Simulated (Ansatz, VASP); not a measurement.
**One calculation of Ge, two programs**

```
Ge
1.0
     0.00000    2.82891    2.82891
     2.82891    0.00000    2.82891
     2.82891    2.82891    0.00000
Ge
2
Direct
  0.75000 0.75000 0.75000
  0.50000 0.50000 0.50000
```

Alike in both runs: task relaxation of cell and atoms; functional PBE; k mesh 8 × 8 × 8; occupations fermi-dirac, width 0.05 eV; no spin polarisation.

```csv
,VASP,Ansatz
version,VASP 6.6.1,Ansatz 0.2.0
potentials or method,"VASP PAW PBE potentials, release 64 (Ge_d)",Ansatz PAW
plane-wave cutoff (eV),600,420
valence electrons in the cell,28,28
```

|  | VASP | Ansatz | Ansatz less VASP |
| --- | --- | --- | --- |
| gap on the k mesh at the Fermi level, each at its own relaxed structure (eV) | none | none | - |
| relaxed volume (Å³/atom) | 23.85 | 23.91 | +0.055 |
| relaxed cell length with the largest relative difference (Å) | 4.071 | 4.074 | +0.0031 |
| energy change over the relaxation (meV/atom) | -14 | -14 | -0.2 |

A gap of «none» marks a metal or a gap that the smearing closes.

Caveats: this crystal is a semiconductor, whose small gap the functional closes, so the metal is an error of the method (VASP); the plane-wave basis is chosen anew once the cell has moved, so the energies of steps on either side of that aren't comparable (Ansatz). Zero-point motion and thermal expansion aren't in these numbers.
